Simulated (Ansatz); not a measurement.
## Cold compression of TaC

```
Ta C
1.0
     0.00000    2.22300    2.22300
     2.22300    0.00000    2.22300
     2.22300    2.22300    0.00000
Ta C
1 1
Cartesian
  0.0000 0.0000 0.0000
  2.2230 2.2230 2.2230
```

The base volume is that of a database entry, so it needn't be at zero pressure; the structure needn't be the stable phase, at rest or compressed.

Its volume is scaled at fixed shape and fractional positions.

Level of theory: DFT with PBE, scalar-relativistic, in Ansatz 0.2.0; a Γ-centred 14×14×14 k mesh, Fermi–Dirac smearing of 0.05 eV, no spin polarisation. LAPW: all electrons, basis error target 1 meV/atom; PAW: frozen-core files, cutoff 420 eV.

Energies are extrapolated to zero smearing and count from the unscaled cell; pressure is positive in compression; gaps take the mesh and a band path. No temperature or zero-point motion is included.

Spin–orbit coupling is left out, which matters for the heavy atoms.

```
V/V0  V (Å³/atom)  P LAPW (GPa)  ΔE LAPW (eV/atom)  P PAW − LAPW (GPa)  ΔE PAW − LAPW (meV/atom)
1.00        10.99          6.68              0.000                0.08                       0.0
0.85         9.34             ?                  ?                1.10                       5.1
0.80         8.79         128.5              0.784                1.81                      10.0
0.75         8.24         185.3              1.317                2.90                      18.0
```

(1) What belongs in the row "0.85", column "P LAPW (GPa)"?

(2) Give the missing entry: row "0.85", column "ΔE LAPW (eV/atom)".

(3) From the table, what is the rise of the enthalpy H = E + pV up to the last row, and how stiff is the crystal between the last two rows?

(4) How do the Löwdin populations by LAPW change from the unscaled cell to the last row?

Results:

(1) 85.3.

(2) 0.421.

(3) ΔH = 1.317 eV + (185.3 GPa × 8.24 Å³ − 6.68 GPa × 10.99 Å³) × 0.006242 eV/(GPa·Å³) = 10.39 eV/atom, of which pV makes 87 %. The mean bulk modulus there is −ΔP/Δln V = 879 GPa.

(4) Ta 5s 1.95 → 1.91, Ta 6s 0.47 → 0.44, Ta 5d 3.78 → 4.05, C 2s 1.27 → 1.15, C 2p 3.50 → 3.46 electrons an atom. These are projections on the shells that the free atoms fill; 0.05 e a cell lies outside them at the start and 0.04 e at the end.
